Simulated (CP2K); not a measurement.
## Pt: equation of state with PBEsol

Crystal: Pt.

```
Pt
1.0
     2.77313    0.00000    0.00000
     1.38657    2.40160    0.00000
     1.38657    0.80053    2.26425
Pt
1
Cartesian
  0.0000 0.0000 0.0000
```

- Program: CP2K 2026.2
- Task: equation of state
- Functional: PBEsol
- Potentials or basis: POTENTIAL_UZH Pt GTH-PBE-q18; TZVP-MOLOPT-PBE-GTH basis
- Density cutoff: 6123 eV
- k mesh: 12 × 12 × 12
- Occupations: fermi-dirac, width 0.05 eV
- Spin: no spin polarisation
- SCF solver: diagonalisation with k points
- Quickstep method: GPW
- EPS_DEFAULT: 1.0E-10
- EPS_SCF: 1.0E-6
- MAX_SCF: 100
- SCF_GUESS: ATOMIC
- k points reduced by the point group: yes
- Mesh centred on Gamma: yes
- CHOLESKY: OFF
- EPS_EIGVAL: 1.0E-7
- MIXING METHOD: BROYDEN_MIXING
- MIXING ALPHA: 0.4
- NBUFFER: 8
- NGRIDS: 4
- Basis sets: Pt TZVP-MOLOPT-PBE-GTH-q18
- Potentials: Pt GTH-PBE-q18 of POTENTIAL_UZH
- ADDED_MOS: [11]
- REL_CUTOFF (Ry): 60 Ry
- MIXING BETA (1/bohr): 1.5 1/bohr
- CUTOFF of the grids: 450 Ry

- Equilibrium volume: 15.07 Å³/atom
- Bulk modulus: 292 GPa
- Pressure derivative of the bulk modulus: 5.4

Energy against volume, from the lowest point:
```tsv
volume (Å³/atom)	energy (meV/atom)
14.175	55.00
14.477	23.08
14.778	5.31
15.080	0.00
15.381	5.64
15.683	20.90
15.985	44.65
```

All runs of the series together: 5.6 min on 1 thread of AMD EPYC 9R45 96-Core Processor (Zen 5) (shared host).

Caveat: the potentials were made for another functional, which shifts forces and pressure; the basis of atomic orbitals isn't converged, which shifts pressures, moduli and gaps. Spin-orbit coupling is left out, which matters for the levels of Pt.
